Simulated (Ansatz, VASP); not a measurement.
**Cu in VASP and in Ansatz**

File INCAR:

```
SYSTEM = Cu
PREC = Accurate
ENCUT = 520
EDIFF = 1E-7
ISMEAR = -1
SIGMA = 0.05
LREAL = .FALSE.
LASPH = .TRUE.
NELM = 80
ALGO = Fast
ISIF = 2
LWAVE = .FALSE.
LCHARG = .FALSE.
GGA = PE
NBANDS = 30
```

KPOINTS

```
regular mesh
0
G
  12 12 4
  0 0 0
```

The input POSCAR:

```
Cu
1.0
    2.4791012850      0.0000000000      0.0000000000
   -1.2395506425      2.1469646914      0.0000000000
    0.0000000000      0.0000000000      8.0931592851
Cu
4
Direct
    0.6666666667      0.3333333333      0.7500000000
    0.0000000000      0.0000000000      0.5000000000
    0.3333333333      0.6666666667      0.2500000000
    0.0000000000      0.0000000000      0.0000000000
```

File input.yaml:

```yaml
crystal:
  lattice:
    - [2.479101285, 0.0, 0.0]
    - [-1.2395506425, 2.1469646914, 0.0]
    - [0.0, 0.0, 8.0931592851]
  atoms:
    - { symbol: Cu, position: [0.6666666667, 0.3333333333, 0.75] }
    - { symbol: Cu, position: [0.0, 0.0, 0.5] }
    - { symbol: Cu, position: [0.3333333333, 0.6666666667, 0.25] }
    - { symbol: Cu, position: [0.0, 0.0, 0.0] }
hamiltonian:
  xc: pbe
  pseudopotentials: { kind: paw }
kpoints:
  mp_grid: { grid: [12, 12, 4] }
scf:
  occupations: { method: fermi_dirac, width: 0.05 }
output:
  forces: true
  stress: true
  eigenvalues: true
```

This isn't the form of Cu at room conditions, which is fcc.

Alike in both runs: task single point; functional PBE; k mesh 12 × 12 × 4; occupations fermi-dirac, width 0.05 eV; no spin polarisation.

|  | VASP | Ansatz |
| --- | --- | --- |
| version | VASP 6.6.1 | Ansatz 0.2.0 |
| potentials or method | VASP PAW PBE potentials, release 64 (Cu) | Ansatz PAW |
| plane-wave cutoff (eV) | 520 | 420 |
| valence electrons in the cell | 44 | 76 |

Ansatz gave:

* gap on the k mesh at the Fermi level (eV): none
* pressure (GPa): 19.3
* largest component of the traceless stress (GPa): 0.35

Q: What did VASP give for the same quantities?

A: gap on the k mesh at the Fermi level (eV): none; pressure (GPa): 19.9; largest component of the traceless stress (GPa): 0.39.

A gap of «none» marks a metal or a gap that the smearing closes. The two sets of potentials don't hold the same shells in valence.

Caveats: so large a pressure means that the cell lies far from this level's equilibrium, or that cutoff or potentials fall short (VASP).
